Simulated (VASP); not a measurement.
**VASP 6.6.1 run: BeS**

INCAR

```
LWAVE = .FALSE.
IBRION = -1
ISIF = 2
SIGMA = 0.02
LREAL = .FALSE.
MAGMOM = 0.5 0.5
EDIFF = 1E-7
GGA = PE
ISPIN = 2
PREC = Accurate
NSW = 0
LASPH = .TRUE.
NELM = 85
LCHARG = .FALSE.
NBANDS = 11
ISMEAR = -1
ENCUT = 520
```

KPOINTS

```
KPOINTS created by Atomic Simulation Environment
0
Gamma
10 10 10
0 0 0
```

POSCAR

```
Be S
 1.0000000000000000
     0.0000000000000000    2.5662460555000002    2.5662460555000002
     2.5662460555000002    0.0000000000000000    2.5662460555000002
     2.5662460555000002    2.5662460555000002    0.0000000000000000
 Be  S
   1   1
Cartesian
  0.0000000000000000  0.0000000000000000  0.0000000000000000
  1.2831230277499999  1.2831230277499999  1.2831230277499999
```

The recommended PBE PAW datasets give the neutral cell 8 valence electrons.

Command

```
mpirun -np 1 vasp_std
```

OSZICAR

```
N       E                     dE             d eps       ncg     rms          rms(c)
DAV:   1     0.202309190431E+02    0.20231E+02   -0.32724E+03  2068   0.559E+02
DAV:   2    -0.843688188650E+01   -0.28668E+02   -0.27296E+02  2701   0.109E+02
DAV:   3    -0.979927033571E+01   -0.13624E+01   -0.13596E+01  2780   0.245E+01
DAV:   4    -0.980796587903E+01   -0.86955E-02   -0.86934E-02  2513   0.223E+00
DAV:   5    -0.980804882122E+01   -0.82942E-04   -0.82941E-04  2725   0.214E-01    0.498E+00
DAV:   6    -0.983402102075E+01   -0.25972E-01   -0.21827E-01  2422   0.228E+00    0.331E+00
DAV:   7    -0.982030086261E+01    0.13720E-01   -0.59260E-02  2333   0.151E+00    0.211E+00
DAV:   8    -0.983290374682E+01   -0.12603E-01   -0.12364E-02  2262   0.871E-01    0.860E-01
DAV:   9    -0.983283296612E+01    0.70781E-04   -0.18223E-03  2733   0.276E-01    0.184E-01
DAV:  10    -0.983349527490E+01   -0.66231E-03   -0.36124E-04  2435   0.120E-01    0.687E-02
DAV:  11    -0.983360281269E+01   -0.10754E-03   -0.91169E-05  2500   0.627E-02    0.498E-02
DAV:  12    -0.983363648282E+01   -0.33670E-04   -0.26419E-05  2549   0.378E-02    0.108E-02
DAV:  13    -0.983364378857E+01   -0.73058E-05   -0.12781E-05  2523   0.230E-02    0.112E-02
DAV:  14    -0.983364497497E+01   -0.11864E-05   -0.15902E-06  2518   0.100E-02    0.402E-03
DAV:  15    -0.983364503948E+01   -0.64512E-07   -0.21240E-07  2496   0.493E-03
   1 F= -.98336450E+01 E0= -.98336450E+01  d E =-.132264E-10  mag=     0.0000
```

Standard output (part)

```
POSCAR found type information on POSCAR BeS
 POSCAR found :  2 types and       2 ions
 LDA part: xc-table for (Slater+PW92), standard interpolation
 POSCAR, INCAR and KPOINTS ok, starting setup
 WAVECAR not read
 entering main loop
```

It converged. Results: pressure -10.6 GPa; magnetic moment of the cell 0.00 μB.

For comparison, a separate PBE run of the intended cell, on usual settings and not on those above, gives a gap of 3.42 eV on its mesh and a pressure of -10.7 GPa.

The run above took about 34 s on one core of a shared host (Intel Xeon Platinum 8488C) and held 0.18 GiB at most.
